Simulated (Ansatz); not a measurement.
**Structures of Te₂Mo: which is lowest?**

Plane-wave DFT in Ansatz with scalar-relativistic PAW potentials, cutoff 420 eV, Γ-centred meshes chosen by cell and gap, Gaussian smearing with energies taken to zero width. Every cell was relaxed (cell and atoms) in a run of its own, within the symmetry of its start. Functional: PBEsol.

Relaxed structures (starts from databases or built by putting these elements on another compound's sites):
A. P-3m1, 6 atoms in the computed cell, a = 3.492 Å, c = 24.101 Å; sites (symmetry × multiplicity) Mo 3m. × 2, Te 3m. × 2 + 3m. × 2; start: built
B. P6_3/mmc, 6 atoms in the computed cell, a = 3.494 Å, c = 14.006 Å; sites (symmetry × multiplicity) Te 3m. × 4, Mo -6m2 × 2; start: database
C. P2_1/m, 12 atoms in the computed cell, a = 6.321 Å, b = 3.450 Å, c = 13.676 Å, β = 93.5°; sites (symmetry × multiplicity) Te m × 2 + m × 2 + m × 2 + m × 2, Mo m × 2 + m × 2; start: database
D. P-6m2, 3 atoms in the computed cell, a = 3.491 Å, c = 17.526 Å; sites (symmetry × multiplicity) Te 3m. × 2, Mo -6m2 × 1; start: database
E. R3m, 3 atoms in the computed cell, a = 3.500 Å, c = 21.108 Å; sites (symmetry × multiplicity) Mo 3m × 3, Te 3m × 3 + 3m × 3; start: built

Task: Rank them by energy. Could pressure change the order?

Result:
```csv
structure,group,E − E(lowest) (meV/atom),V (Å³/atom),gap on mesh (eV)
B,P6_3/mmc,0.0,24.68,0.77
E,R3m,4.9,24.88,0.82
A,P-3m1,13.4,42.43,1.02
C,P2_1/m,19.3,24.81,0.00
D,P-6m2,27.4,61.66,1.20
```

B is lowest, 5 meV/atom under E. The lowest is also the densest of these, so pressure wouldn't bring one of the others in at first order. Other structures may lie lower than all of these, and vibrations aren't counted.

Spin-orbit coupling is left out, which matters for the bands of heavy elements.